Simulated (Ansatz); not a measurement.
# TiAl3 in Ansatz: the effect of target pressure

Crystal: TiAl3.

```xyz
4
Lattice="-1.9111 1.9111 4.2807 1.9111 -1.9111 4.2807 1.9111 1.9111 -4.2807" Properties=species:S:1:pos:R:3 pbc="T T T"
Ti    0.0000    0.0000    0.0000
Al    1.9111    0.0000    2.1403
Al    0.0000    1.9111    2.1403
Al    0.0000    0.0000    4.2807
```

The cell comes from a database or a generator and needn't be the stable form of this composition.

Alike in all runs:

* Program: Ansatz 0.2.0
* Task: relaxation of cell and atoms
* Functional: PBEsol
* Potentials or basis: Ansatz PAW
* Cutoff: 420 eV (not typed: the program's choice for these potentials)
* k mesh: 10 × 10 × 10
* Occupations: fermi-dirac, width 0.05 eV
* Spin: no spin polarisation

Each run relaxes the cell or the atoms first.

```csv
target pressure,relaxed volume (Å³/atom)
0 GPa,15.57
2 GPa,15.30
5 GPa,14.94
10 GPa,14.42
20 GPa,?
30 GPa,12.93
```

Problem. What does the run with target pressure 20 GPa give?

Solution. Relaxed volume 13.58 Å³/atom.

Worked out: In Murnaghan's law V^(-B') rises as a straight line in P. The other rows fit best with B' = 3.7, V0 = 15.57 Å³/atom and B0 = 112 GPa, which gives 13.58 Å³/atom at 20 GPa, against the run's 13.58.

Caveats: the plane-wave basis is chosen anew once the cell has moved, so the energies of steps on either side of that aren't comparable; the PAW data sets come from PBE, with cores solved anew for the run's functional, which leaves a small shift of forces and pressure; the volume moved by over 15 % at a fixed basis, so the end points are rough (some runs).

Runs at the PBE level aren't shown here.
